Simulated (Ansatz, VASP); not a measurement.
# One calculation of CdSe, two programs

File POSCAR:

```
CdSe
1.0
    0.0000000000      3.0702711986      3.0702711986
    3.0702711986      0.0000000000      3.0702711986
    3.0702711986      3.0702711986      0.0000000000
Cd Se
1 1
Direct
    0.0000000000      0.0000000000      0.0000000000
    0.2500000000      0.2500000000      0.2500000000
```

File INCAR.step1:

```
PREC = Accurate ; ENCUT = 520
EDIFF = 1E-5 ; ISMEAR = -1
SIGMA = 0.05 ; LREAL = False
LASPH = True ; NELM = 60
ALGO = Normal ; ISIF = 2
LWAVE = True ; LCHARG = False
NBANDS = 16 ; GGA = PE
```

INCAR.step2

```
PREC = Accurate ; ENCUT = 520
EDIFF = 1E-6 ; ISMEAR = -1
SIGMA = 0.05 ; LREAL = False
LASPH = True ; NELM = 60
ALGO = Normal ; ISIF = 2
LWAVE = False ; LCHARG = False
GGA = PS ; LHFCALC = True
AEXX = 0.25 ; PRECFOCK = Normal
NBANDS = 16 ; ISTART = 1
HFRCUT = -1
```

The input KPOINTS:

```
regular mesh
0
Gamma
  4 4 4
```

Contents of KPOINTS_OPT:

```
path GXWKGLUWLK,UX
8
line-mode
reciprocal
 0.0000000000  0.0000000000  0.0000000000  G
 0.5000000000  0.0000000000  0.5000000000  X

 0.5000000000  0.0000000000  0.5000000000  X
 0.5000000000  0.2500000000  0.7500000000  W

 0.5000000000  0.2500000000  0.7500000000  W
 0.3750000000  0.3750000000  0.7500000000  K

 0.3750000000  0.3750000000  0.7500000000  K
 0.0000000000  0.0000000000  0.0000000000  G

 0.0000000000  0.0000000000  0.0000000000  G
 0.5000000000  0.5000000000  0.5000000000  L

 0.5000000000  0.5000000000  0.5000000000  L
 0.6250000000  0.2500000000  0.6250000000  U

 0.6250000000  0.2500000000  0.6250000000  U
 0.5000000000  0.2500000000  0.7500000000  W

 0.5000000000  0.2500000000  0.7500000000  W
 0.5000000000  0.5000000000  0.5000000000  L

 0.5000000000  0.5000000000  0.5000000000  L
 0.3750000000  0.3750000000  0.7500000000  K

 0.6250000000  0.2500000000  0.6250000000  U
 0.5000000000  0.0000000000  0.5000000000  X
```

The input input.yaml:

```yaml
crystal:
  lattice:
    - [0.0, 3.0702711986, 3.0702711986]
    - [3.0702711986, 0.0, 3.0702711986]
    - [3.0702711986, 3.0702711986, 0.0]
  atoms:
    - { symbol: Cd, position: [0.0, 0.0, 0.0] }
    - { symbol: Se, position: [0.25, 0.25, 0.25] }
hamiltonian:
  xc: { exchange: pbesol, correlation: pbesol, exx: { coeff: 0.25 } }
  pseudopotentials: { kind: paw }
kpoints:
  mp_grid: { grid: [4, 4, 4] }
  band_path:
    path:
      - [[0.0, 0.0, 0.0], [0.5, 0.0, 0.5], [0.5, 0.25, 0.75], [0.375, 0.375, 0.75], [0.0, 0.0, 0.0], [0.5, 0.5, 0.5], [0.625, 0.25, 0.625], [0.5, 0.25, 0.75], [0.5, 0.5, 0.5], [0.375, 0.375, 0.75]]
      - [[0.625, 0.25, 0.625], [0.5, 0.0, 0.5]]
    npoints: 4
scf:
  occupations: { method: fermi_dirac, width: 0.05 }
  n_extra_bands: 6
output:
  forces: true
  stress: true
  eigenvalues: true
  fatbands: false
```

Measurements of this composition are mostly on another form, of space group No. 186.

Alike in both runs: task band structure; functional PBEsol0; k mesh 4 × 4 × 4; occupations fermi-dirac, width 0.05 eV; no spin polarisation.

|  | VASP | Ansatz |
| --- | --- | --- |
| version | VASP 6.6.1 | Ansatz 0.2.0 |
| potentials or method | VASP PAW PBE potentials, release 64 (Cd, Se) | Ansatz PAW |
| plane-wave cutoff (eV) | 520 | 420 |
| valence electrons in the cell | 18 | 36 |

|  | VASP | Ansatz | Ansatz less VASP |
| --- | --- | --- | --- |
| gap on the k mesh at the Fermi level (eV) | 2.03 | 2.01 | -0.021 |
| least direct gap on the mesh (eV) | 2.03 | 2.01 | -0.021 |
| gap along the band path (eV) | 2.03 | 2.01 | -0.021 |
| pressure (GPa) | -1.7 | -1.8 | -0.14 |

The two sets of potentials don't hold the same shells in valence.

Caveats: the k mesh is coarse (spacing up to 0.44 Å⁻¹), so the values aren't converged, least of all with exact exchange; the PAW data sets were made with another functional, which shifts forces and pressure a little (VASP); the PAW data sets come from PBE, with cores solved anew for the run's functional, which leaves a small shift of forces and pressure (Ansatz); the thresholds are loose for stress (Ansatz).
